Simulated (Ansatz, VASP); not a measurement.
Ge in VASP and in Ansatz

File INCAR:

```
SYSTEM = Ge
PREC = Accurate
ENCUT = 520
EDIFF = 1E-6
ISMEAR = -1
SIGMA = 0.05
LREAL = .False.
LASPH = .True.
NELM = 100
ALGO = Normal
ISIF = 2
LWAVE = .False.
LCHARG = .False.
GGA = CA
NBANDS = 36
```

KPOINTS

```
regular mesh
0
Gamma
  8 8 3
  0 0 0
```

Contents of POSCAR:

```
Ge
1.0
    3.9677200192      0.0000000000      0.0000000000
   -1.9838600096      3.4361463317      0.0000000000
    0.0000000000      0.0000000000     10.7689417645
Ge
4
Direct
    0.6666666667      0.3333333333      0.4148480000
    0.3333333333      0.6666666667      0.9148480000
    0.0000000000      0.0000000000      0.4774520000
    0.0000000000      0.0000000000      0.9774520000
```

File input.yaml:

```yaml
crystal:
  lattice:
    - [3.9677200192, 0.0, 0.0]
    - [-1.9838600096, 3.4361463317, 0.0]
    - [0.0, 0.0, 10.7689417645]
  atoms:
    - { symbol: Ge, position: [0.6666666667, 0.3333333333, 0.414848] }
    - { symbol: Ge, position: [0.3333333333, 0.6666666667, 0.914848] }
    - { symbol: Ge, position: [0.0, 0.0, 0.477452] }
    - { symbol: Ge, position: [0.0, 0.0, 0.977452] }
kpoints:
  mp_grid: { grid: [8, 8, 3] }
scf:
  occupations: { method: fermi_dirac, width: 0.05 }
hamiltonian:
  xc: lda
  pseudopotentials: { kind: all_electron, lapw: { basis_error: 0.002 } }
output:
  forces: true
  stress: true
  eigenvalues: true
```

Change from the starting cell: volume scaled by 0.94.

Alike in both runs: task single point; functional LDA; k mesh 8 × 8 × 3; occupations fermi-dirac, width 0.05 eV; no spin polarisation.

|  | VASP | Ansatz |
| --- | --- | --- |
| version | VASP 6.6.1 | Ansatz 0.2.0 |
| potentials or method | VASP PAW LDA potentials, release 64 (Ge_d) | all-electron LAPW, scalar-relativistic |
| plane-wave cutoff (eV) | 520 | see its input |

|  | VASP | Ansatz | Ansatz less VASP |
| --- | --- | --- | --- |
| gap on the k mesh at the Fermi level (eV) | 0.70 | 0.70 | 0.000 |
| least direct gap on the mesh (eV) | 0.71 | 0.71 | 0.000 |
| pressure (GPa) | -0.8 | -0.8 | +0.01 |
| largest component of the traceless stress (GPa) | 0.16 | 0.11 | -0.054 |
| rms of the force components (eV/Å) | 0.067 | 0.070 | +0.0031 |

Atom by atom the forces differ by 0.003 eV/Å (rms over components). Ansatz ran all-electron here, so the differences hold the error of VASP's frozen core and of both bases.

Caveats: an odd mesh through Γ misses points on the zone boundary, where band edges often lie.
